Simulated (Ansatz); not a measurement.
The system is HfB2.

```
Hf B
1.0
     3.14000    0.00000    0.00000
    -1.57000    2.71932    0.00000
     0.00000    0.00000    3.48000
Hf B
1 2
Direct
  0.00000 0.00000 0.00000
  0.66667 0.33333 0.50000
  0.33333 0.66667 0.50000
```

Base run:

| Quantity | Value |
| --- | --- |
| Program | Ansatz 0.2.0 |
| Functional | PBEsol |
| Potentials or basis | Ansatz PAW |
| Cutoff | 420 eV |
| Density cutoff | 1680 eV |
| k mesh | 10 × 10 × 8 |
| Occupations | fermi-dirac, width 0.05 eV |
| Spin | no spin polarisation |
| Hubbard terms | Hf d U = 4 eV |

Its results: band gap on the k mesh none (metal or under the smearing width); pressure -0.3 GPa.

The run is repeated on the same cell with these changes: hubbard terms from Hf d U = 4 eV to none; hubbard projectors from ortho-atomic (the default) to none. What comes out?

Band gap on the k mesh none (metal or under the smearing width); pressure -4.3 GPa.

Caveats: the PAW data sets come from PBE, with cores solved anew for the run's functional, which leaves a small shift of forces and pressure; U without spin polarisation on a metal has little footing (some runs); the U is typed as a test and isn't derived for this compound (some runs).

Not every run made on this cell is shown here.
